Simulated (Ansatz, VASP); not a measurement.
SiC in VASP and in Ansatz

File INCAR:

```
SYSTEM = SiC
PREC     = Accurate       ! precision mode
ENCUT    = 600            ! plane-wave cutoff, eV
EDIFF    = 1E-7           ! SCF threshold, eV
ISMEAR   = 0              ! smearing method
SIGMA    = 0.02           ! smearing width, eV
LREAL    = .FALSE.        ! projectors in reciprocal space
LASPH    = .TRUE.         ! aspherical terms in the spheres
NELM     = 80             ! most SCF steps
ALGO     = Normal         ! electronic algorithm
ISIF     = 3              ! what is computed and relaxed
LWAVE    = .FALSE.        ! write WAVECAR
LCHARG   = .FALSE.        ! write CHGCAR
GGA      = PE             ! functional
IBRION   = 2              ! ionic algorithm
NSW      = 100            ! ionic steps
EDIFFG   = -0.01          ! ionic threshold
```

The input KPOINTS:

```
regular mesh
0
G
  12 12 6
  0 0 0
```

Contents of POSCAR:

```
SiC
1.0
    3.0966243104      0.0000000000      0.0000000000
   -1.5483121552      2.6817553188      0.0000000000
    0.0000000000      0.0000000000      5.0123722027
Si C
1 1
Direct
    0.3333333333      0.6666666667      0.0000000000
    0.6666666667      0.3333333333      0.0000000000
```

Input for Ansatz:

```yaml
crystal:
  lattice:
    - [3.0966243104, 0.0, 0.0]
    - [-1.5483121552, 2.6817553188, 0.0]
    - [0.0, 0.0, 5.0123722027]
  atoms:
    - { symbol: Si, position: [0.3333333333, 0.6666666667, 0.0] }
    - { symbol: C, position: [0.6666666667, 0.3333333333, 0.0] }
basis:
  ecutwfc: 420
kpoints:
  mp_grid: { grid: [12, 12, 6] }
hamiltonian:
  xc: pbe
scf:
  occupations: { method: gaussian, width: 0.02 }
output:
  forces: true
  stress: true
  eigenvalues: true
relax:
  adjacent_minimum: "off"
  f_tol: 0.01
  max_steps: 80
  cell: { stress_tol: 0.05 }
```

Alike in both runs: task relaxation of cell and atoms; functional PBE; k mesh 12 × 12 × 6; occupations gaussian, width 0.02 eV; no spin polarisation.

|  | VASP | Ansatz |
| --- | --- | --- |
| version | VASP 6.6.1 | Ansatz 0.2.0 |
| potentials or method | VASP PAW PBE potentials, release 64 (Si, C) | scalar-relativistic, plane waves, PAW |
| plane-wave cutoff (eV) | 600 | 420 |
| valence electrons in the cell | 8 | 8 |

VASP gave:

```
gap on the k mesh at the Fermi level, each at its own relaxed structure (eV) : 2.15
relaxed volume (Å³/atom)                                                     : 20.80
relaxed cell length with the largest relative difference (Å)                 : 3.096
```

Which values does Ansatz return?

gap on the k mesh at the Fermi level, each at its own relaxed structure (eV): 2.16; relaxed volume (Å³/atom): 20.81; relaxed cell length with the largest relative difference (Å): 3.097.

Caveats: this functional lacks dispersion, which binds the layers, so the pressure and a relaxed spacing across them are unreliable. A k mesh can miss the band edges.
